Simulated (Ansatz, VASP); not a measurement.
Zn in VASP and in Ansatz

Contents of INCAR:

```
SYSTEM = Zn
ALGO = Normal
EDIFF = 1E-6
ENCUT = 520
GGA = PE
ISIF = 2
ISMEAR = 0
LASPH = .True.
LCHARG = .True.
LELF = .True.
LREAL = .False.
LVHAR = .True.
LWAVE = .False.
NBANDS = 19
NELM = 100
PREC = Accurate
SIGMA = 0.1
```

Contents of KPOINTS:

```
k-points
0
Gamma
  6 6 6
  0 0 0
```

POSCAR

```
Zn
1.0
    1.7027078821      0.9830588541      3.1574676246
   -1.7027078821      0.9830588541      3.1574676246
    0.0000000000     -1.9661177082      3.1574676246
Zn
2
Direct
    0.2275400000      0.2275400000      0.2275400000
    0.7724600000      0.7724600000      0.7724600000
```

Input for Ansatz:

```yaml
crystal:
  lattice:
    - [1.7027078821, 0.9830588541, 3.1574676246]
    - [-1.7027078821, 0.9830588541, 3.1574676246]
    - [0.0, -1.9661177082, 3.1574676246]
  atoms:
    - { symbol: Zn, position: [0.22754, 0.22754, 0.22754] }
    - { symbol: Zn, position: [0.77246, 0.77246, 0.77246] }
basis:
  ecutwfc: 420
kpoints:
  mp_grid: { grid: [6, 6, 6] }
hamiltonian:
  xc: pbe
scf:
  occupations: { method: gaussian, width: 0.1 }
  lower_state_search: "off"
output:
  forces: true
  stress: true
  eigenvalues: true
```

Alike in both runs: task single point; functional PBE; k mesh 6 × 6 × 6; occupations gaussian, width 0.1 eV; no spin polarisation.

```csv
,VASP,Ansatz
version,VASP 6.6.1,Ansatz 0.2.0
potentials or method,"VASP PAW PBE potentials, release 64 (Zn)","scalar-relativistic, plane waves, PAW"
plane-wave cutoff (eV),520,420
valence electrons in the cell,24,24
```

|  | VASP | Ansatz | Ansatz less VASP |
| --- | --- | --- | --- |
| gap on the k mesh at the Fermi level (eV) | none | none | - |
| pressure (GPa) | 17.5 | 16.7 | -0.73 |
| largest component of the traceless stress (GPa) | 2.58 | 2.53 | -0.048 |
| rms of the force components (eV/Å) | 1.370 | 1.344 | -0.0266 |

Atom by atom the forces differ by 0.027 eV/Å (rms over components). A gap of «none» marks a metal or a gap that the smearing closes.

Caveats: the k mesh is coarse (spacing up to 0.37 Å⁻¹), so the values aren't converged; so large a pressure means that the cell lies far from this level's equilibrium, or that cutoff or potentials fall short (VASP); forces of over 1 eV/Å show positions far from the minimum, so gaps and moduli don't describe the material at rest.
